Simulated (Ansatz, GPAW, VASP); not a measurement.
# One calculation of Al2O3, 3 ways

```
Al O
1.0
     2.38025    1.37424    4.33187
    -2.38025    1.37424    4.33187
     0.00000   -2.74848    4.33187
Al O
4 6
Direct
  0.85216 0.85216 0.85216
  0.64784 0.64784 0.64784
  0.14784 0.14784 0.14784
  0.35216 0.35216 0.35216
  0.05668 0.75000 0.44332
  0.75000 0.44332 0.05668
  0.44332 0.05668 0.75000
  0.94332 0.25000 0.55668
  0.25000 0.55668 0.94332
  0.55668 0.94332 0.25000
```

Alike in all runs: task single point; functional PBE; k mesh 7 × 7 × 7; occupations gaussian, width 0.015 eV; no spin polarisation; no spin-orbit coupling. Pressure is positive in compression and, in plane waves, holds the error of the finite cutoff, which Ansatz's Pulay term estimates and takes out.

| program and potentials | plane-wave cutoff (eV) | notes | pressure (GPa) |
| --- | --- | --- | --- |
| Ansatz, Ansatz PAW | 420 | Pulay term of +0.89 GPa included | 7.34 |
| GPAW, GPAW PAW data sets (gpaw-data 1.2.1) | 800 | - | 9.72 |
| VASP, PBE PAW files Al, O, 520 eV | 520 | - | 7.20 |

Force on atom 1 (Al), eV/Å:

```csv
program and potentials,x,y,z
"Ansatz, Ansatz PAW",0.000,0.000,-0.029
"GPAW, GPAW PAW data sets (gpaw-data 1.2.1)",0.000,0.000,-0.051
"VASP, PBE PAW files Al, O, 520 eV",0.000,0.000,-0.027
```

The pressure spans 7.20 (VASP, PBE PAW files Al, O, 520 eV) to 9.72 GPa (GPAW, GPAW PAW data sets (gpaw-data 1.2.1)).

Differences between rows come from potentials, basis sets and numerical settings, since the functional is the same but for its coding. Runs on potential files found faulty are left out.

All three calculations put the crystal under compression, so PBE would favour a larger volume than this cell, which is close to the measured one for corundum. This is the functional's familiar tendency to make bonds in oxides slightly too long: its gradient correction favours more inhomogeneous densities and so weakens the cohesion. Because the strongly ionic Al-O network is very stiff, even a small mismatch in lattice parameter produces a pressure of several GPa.

The force on the aluminium atom is small and lies along the threefold axis, as symmetry requires. Its sign is the same in every row and points towards the face shared with the neighbouring AlO6 octahedron, so PBE would slightly reduce the off-centre displacement that cation repulsion causes across that face. Ansatz and VASP agree closely, while the higher GPAW pressure probably reflects its data sets more than its cutoff. The expansion is thus supported in direction, but a single volume fixes neither the equilibrium lattice parameters nor the bulk modulus.
